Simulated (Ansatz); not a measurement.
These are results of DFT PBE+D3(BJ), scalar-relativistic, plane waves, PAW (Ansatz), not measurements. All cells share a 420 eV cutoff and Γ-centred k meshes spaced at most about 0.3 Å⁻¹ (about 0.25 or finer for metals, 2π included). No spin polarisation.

These are static total energies at zero pressure.

Two forms of LiSe2 were relaxed alike.

A.

Space group P-3m1 (No. 164). a = 4.034 Å, b = 4.034 Å, c = 3.956 Å, α = 90.00°, β = 90.00°, γ = 120.00°
```tsv
atom	site	symmetry	x	y	z
Li	1b	-3m.	0.0000	0.0000	0.5000
Se	2d	3m.	0.3333	0.6667	0.7664
```

B.

Space group Fm-3m (No. 225). a = 6.081 Å, b = 6.081 Å, c = 6.081 Å, α = 90.00°, β = 90.00°, γ = 90.00°
```
atom  site  symmetry       x       y       z
  Li    4b      m-3m  0.5000  0.0000  0.0000
  Se    8c      -43m  0.2500  0.2500  0.7500
```

Task: Which would you expect to be lower, and how large is the difference?

Result: B is lower, by 108 meV/atom. A has space group P-3m1 (No. 164), 18.6 Å³/atom and no gap on its mesh; B has the fluorite type, space group Fm-3m (No. 225), 18.7 Å³/atom and no gap. Counting Se atoms around Li (those within 1.25 times the shortest such distance or 1.15 times the sum of covalent radii), A has Li 6 and B has Li 8. Both come from invented guesses.

In P-3m1, Fm-3m an odd number of electrons in the primitive cell allows no gap without spin; a larger cell or a magnetic state could open one. Cells relaxed within their symmetry can be saddle points.
